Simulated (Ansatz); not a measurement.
**Structures of W₃S: which is lowest?**

Plane-wave DFT in Ansatz with scalar-relativistic PAW potentials, cutoff 500 eV, Γ-centred meshes chosen by cell and gap, Gaussian smearing with energies taken to zero width. Every cell was relaxed (cell and atoms) in a run of its own, within the symmetry of its start. Functional: r2SCAN.

Relaxed structures (starts from databases or built by putting these elements on another compound's sites):
A. Pm-3m, 4 atoms in the computed cell, a = 4.393 Å; sites (symmetry × multiplicity) W 4/mm.m × 3, S m-3m × 1; start: built
B. P6/mmm, 4 atoms in the computed cell, a = 4.396 Å, c = 4.346 Å; sites (symmetry × multiplicity) W -6m2 × 2 + 6/mmm × 1, S 6/mmm × 1; start: built

Question: Rank them by energy. Could pressure change the order?

Answer:
```tsv
structure	group	E − E(lowest) (meV/atom)	V (Å³/atom)	gap on mesh (eV)
B	P6/mmm	0.0	18.18	0.00
A	Pm-3m	475	21.19	0.00
```

B is lowest, 475 meV/atom under A. The lowest is also the densest of these, so pressure wouldn't bring one of the others in at first order. Other structures may lie lower than all of these, and vibrations aren't counted.

The state reached may not be the lowest one. Spin-orbit coupling is left out, which matters for the bands of heavy elements. Magnetic cells started from one order each; another order can shift an energy by tens of meV per atom.